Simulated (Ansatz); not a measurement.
# Trigonal deformation path in Cd

Computed with Ansatz 0.2.0, DFT PBE, scalar-relativistic, plane waves, PAW. Cutoff 420 eV, Γ-centred 20×20×20 k-points, Gaussian smearing of 0.15 eV. No spin polarisation. Energies are free energies at this smearing, counted from the undisturbed cell; pressure is positive in compression.

The undisturbed cell (as given, not relaxed at this level; it stands at 2.1 GPa; this fcc form isn't the usual structure):

```
Cd
1.0
     0.00000    2.21815    2.21815
     2.21815    0.00000    2.21815
     2.21815    2.21815    0.00000
Cd
1
Direct
  0.00000 0.00000 0.00000
```

At fixed volume and fractional coordinates, lengths along (0.577, 0.577, 0.577) are scaled against those across it; ρ is that ratio over its starting value. The cell is metallic on the mesh throughout. At ρ = 0.500 the cell becomes cubic (Pm-3m), and there the slope of the energy vanishes by symmetry.

```
    ρ  ΔE (meV/atom)
0.500          258.4
0.600          215.0
0.710          113.6
1.000            0.0
1.410          110.6
2.000         1326.4
```